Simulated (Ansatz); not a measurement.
## Mg2Zn3O5: rattling a relaxed structure

The structure comes from a generated guess, relaxed at this level; another structure or a mixture of phases may lie lower.

Method: Ansatz 0.2.0, DFT PBE, scalar-relativistic, plane waves, PAW. Settings: cutoff 420 eV, Γ-centred mesh 12×12×12 on the computed 10-atom cell, Gaussian smearing of 0.02 eV; no spin polarisation.

The cell below (10 atoms, space group R-3m (No. 166)) is relaxed within its symmetry.

```
Mg Zn O
1.0
     1.52259    0.87907   12.37367
    -1.52259    0.87907   12.37367
     0.00000   -1.75814   12.37367
Mg Zn O
2 3 5
Direct
  0.89976 0.89976 0.89976
  0.10024 0.10024 0.10024
  0.29952 0.29952 0.29952
  0.50000 0.50000 0.50000
  0.70048 0.70048 0.70048
  0.59860 0.59860 0.59860
  0.20090 0.20090 0.20090
  0.79910 0.79910 0.79910
  0.40140 0.40140 0.40140
  0.00000 0.00000 0.00000
```

For the test it was strained at random (σ = 1.5 % a component), the atoms were moved at random (σ = 0.15 Å), and all was relaxed again on a coarse 6×6×6 mesh (in the run’s order of axes) with 0.10 eV smearing, with no symmetry imposed.

Question: What happens?

Answer: It returns, within 1 meV/atom of the unmoved cell on that mesh and with the same symmetry when read at 0.1 Å. No instability shows in this cell; modes of other wave vectors, which need another repeat, aren't tested.
